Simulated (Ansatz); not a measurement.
# CaO: the cost of one run

Method: DFT PBE, scalar-relativistic, plane waves, PAW, in Ansatz 0.2.0.

## (1) The system as given

Symmetry: P1, No. 1, triclinic system. The conventional cell has a = 3.515 Å, b = 4.813 Å, c = 6.555 Å, α = 77.98°, β = 78.93°, γ = 71.01°. Ca (site symmetry 1) has 2 O at 1.64 to 1.99 Å as nearest neighbours. Ca (site symmetry 1) has 1 O at 2.25 Å as nearest neighbours. Ca (site symmetry 1) has 1 O at 1.97 Å as nearest neighbours. O (site symmetry 1) has 2 Ca at 1.64 to 1.97 Å as nearest neighbours. O (site symmetry 1) has 1 O at 1.68 Å and 1 Ca at 1.99 Å as nearest neighbours. O (site symmetry 1) is surrounded by 1 O at 1.68 Å and 1 Ca at 2.25 Å.

Structure file:

```xyz
6
Lattice="3.5146 0.0000 0.0000 -1.5663 4.5511 0.0000 1.2591 -1.0108 6.3532" Properties=species:S:1:pos:R:3 pbc="T T T"
Ca    2.0026    1.2401    2.5781
Ca    0.6350    2.1718    4.6733
Ca    1.3765    3.5084    1.9510
O     1.7643   -0.2158    3.2906
O     2.7512    0.9694    0.7529
O     0.0228    2.3928    0.3251
```

## (2) A loose first relaxation

File input.yaml:

```yaml
crystal:
  lattice:
    - [3.5145567618, 0.0, 0.0]
    - [-1.566258415, 4.5510759249, 0.0]
    - [1.2590956173, -1.0108030832, 6.353156027]
  atoms:
    - { symbol: Ca, position: [0.5860246171, 0.3626093117, 0.4057969889] }
    - { symbol: Ca, position: [0.202621857, 0.6405847529, 0.7355906853] }
    - { symbol: Ca, position: [0.6555741348, 0.8390923918, 0.3070855742] }
    - { symbol: O, position: [0.3465805824, 0.0676121244, 0.5179444543] }
    - { symbol: O, position: [0.8470124716, 0.239326959, 0.118514404] }
    - { symbol: O, position: [0.2275212309, 0.5371203462, 0.0511640781] }
basis:
  ecutwfc: 420
kpoints:
  mp_grid: { grid: [6, 4, 4] }
hamiltonian:
  xc: pbe
scf:
  occupations: { method: gaussian, width: 0.1 }
  lower_state_search: "off"
output:
  forces: true
  stress: true
  eigenvalues: true
relax:
  adjacent_minimum: "off"
  f_tol: 0.04
  max_steps: 70
  cell: { stress_tol: 0.4 }
```

Launch:

```
$ ansatz run input.yaml --threads 1 --pin off --max-ram 2560MiB --backend cpu --events-out ev --progress --plain --runs-dir out
```

What time and memory should one allow on 1 thread of Arm Neoverse V2, shared host?

About 7.7 min, with a peak of 0.39 GiB.
